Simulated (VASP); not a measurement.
Write the native input for VASP 6.6.1 that does the following.

```
Task                   : single point
Functional             : BLYP
Potentials or basis    : VASP PAW PBE potentials, release 64 (Ir)
Cutoff                 : 520 eV
k mesh                 : 11 × 11 × 15
Occupations            : fermi-dirac, width 0.1 eV
Spin                   : no spin polarisation
Dipole correction      : no
Further INCAR settings : ALGO = Fast; EDIFF = 1e-07; NBANDS = 20
```

The structure of Ir lies in POSCAR:

```
Ir
1.0
    4.4520749588      0.0000000000      0.0000000000
   -2.2260374794      3.8556100139      0.0000000000
    0.0000000000      0.0000000000      2.7548137350
Ir
3
Direct
    0.0000000000      1.0000000000      0.0000000000
    0.3333333333      0.6666666667      0.5000000000
    0.6666666667      0.3333333333      0.5000000000
```

This isn't the form of Ir at room conditions, which is fcc.

One way to write it, as run:

INCAR

```
AGGAC = 1.0 ; AGGAX = 1.0
ALDAC = 0.0 ; ALDAX = 1.0
ALGO = Fast ; EDIFF = 1E-7
ENCUT = 520 ; GGA = B5
ISIF = 2 ; ISMEAR = -1
LASPH = T ; LCHARG = T
LELF = T ; LREAL = F
LVHAR = T ; LWAVE = F
NBANDS = 20 ; NELM = 80
PREC = Accurate ; SIGMA = 0.1
```

KPOINTS

```
k-points
0
Gamma
  11 11 15
```

Potentials or basis: VASP PAW PBE potentials, release 64 (Ir).

The run is started by

```console
$ cat potpaw_PBE.64/Ir/POTCAR > POTCAR
$ mpirun -np 1 vasp_std > vasp.out
```

It gave:

```
Pressure               : 2.1 GPa
Band gap on the k mesh : none (metal or under the smearing width)
```

Caveat: the PAW data sets were made with another functional, which shifts forces and pressure a little.

Run time: 110 s on 1 thread of Intel(R) Xeon(R) Platinum 8488C (Sapphire Rapids), with other jobs on the host, peak memory 0.23 GiB.
